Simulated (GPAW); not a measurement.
GaP: equation of state with PBE

**The experiment to reproduce.**

From “Phosphorous dimerization in GaP at high pressure”, 2017, arxiv:1709.06667, for a bulk crystal of GaP: bulk modulus 87.5 ± 0.6 GPa.

Crystal: GaP.

```
Ga P
1.0
     0.00000    2.72525    2.72525
     2.72525    0.00000    2.72525
     2.72525    2.72525    0.00000
Ga P
1 1
Direct
  0.00000 0.00000 0.00000
  0.75000 0.75000 0.75000
```

```yaml
Program: GPAW 26.7.0
Task: equation of state
Functional: PBE
Potentials_or_basis: GPAW PAW data sets (gpaw-data 1.2.1)
Basis: fd
Grid_spacing: 0.16 Å
k_mesh: 8 × 8 × 8
Occupations: fermi-dirac, width 0.05 eV
Spin: no spin polarisation
Maxiter: 150
Eos_scales: "[0.94, 0.96, 0.98, 1.0, 1.02, 1.04, 1.06]"
```

| Property | Result |
| --- | --- |
| Equilibrium volume | 21.27 Å³/atom |
| Bulk modulus | 81 GPa |
| Pressure derivative of the bulk modulus | 4.4 |

Energy against volume, from the lowest point:
```csv
volume (Å³/atom),energy (meV/atom)
19.026,73.01
19.431,47.13
19.836,27.49
20.240,13.48
20.645,4.58
21.050,0.25
21.455,0.00
```

Run time: 110 s on 1 thread of Intel(R) Xeon(R) Platinum 8488C (Sapphire Rapids) (shared host), peak memory 0.43 GiB.

Measured bulk modulus of GaP: 87.5 GPa (“Phosphorous dimerization in GaP at high pressure”, 2017, arxiv:1709.06667). This calculation gives 81 GPa (-7.7 %). The fit is for a static lattice scaled at fixed shape and fixed fractional positions.

Caveat: the data sets keep Ga 3d, Li 1s and Be 1s frozen, and some such compounds lay over 1.5 % in volume off other programs. PBE usually gives volumes a little too large and moduli too small.
